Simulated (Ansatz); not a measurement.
**ZnS under changes of volume**

One of the cells (19.727 Å³/atom); the others are scaled copies at fixed shape and fractional positions:

```
CELL_PARAMETERS angstrom
0.00000 2.70200 2.70200
2.70200 0.00000 2.70200
2.70200 2.70200 0.00000
ATOMIC_POSITIONS crystal
Zn 0.75000 0.75000 0.75000
S 0.00000 0.00000 0.00000
```

* Program: Ansatz 0.2.0
* Functional: B3LYP
* Potentials or basis: Ansatz PAW
* Cutoff: 420 eV (not typed: the program's choice for these potentials)
* k mesh: 6 × 6 × 6
* Occupations: fermi-dirac, width 0.01 eV
* Spin: no spin polarisation

| volume (Å³/atom) | energy over the lowest point (meV/atom) | pressure (GPa) | gap on the mesh (eV) |
| --- | --- | --- | --- |
| 18.543 | 60.67 | 9.8 | 3.93 |
| 18.938 | 39.30 | 7.6 | 3.82 |
| 19.332 | ? | ? | ? |
| 19.727 | 11.46 | 3.8 | 3.60 |
| 20.121 | 4.01 | 2.2 | 3.50 |
| 20.516 | 0.30 | 0.8 | 3.40 |
| 20.910 | 0.00 | -0.5 | 3.31 |

Q: What does the run at 19.332 Å³/atom give?

A: Energy over the lowest point 23.08 meV/atom; pressure 5.6 GPa; gap on the mesh 3.71 eV.

Worked out: A Birch-Murnaghan fit of order 3 (a polynomial in V^(-2/3)) to the other rows has its minimum at 20.75 Å³/atom with B0 = V·E''(V) = 68 GPa and B' = 4.3. It gives 23.09 meV/atom at 19.332 Å³/atom, against the run's 23.08, and -dE/dV = 5.6 GPa, against 5.6. A straight line through the other rows of the gap, of slope -5.2 eV per unit of ln V (its deformation potential), gives 3.71 eV, against the run's 3.71.

Energies are extrapolated to zero smearing.

Caveats: the PAW data sets come from PBE, with cores solved anew for the run's functional, which leaves a small shift of forces and pressure; the thresholds are loose for stress.
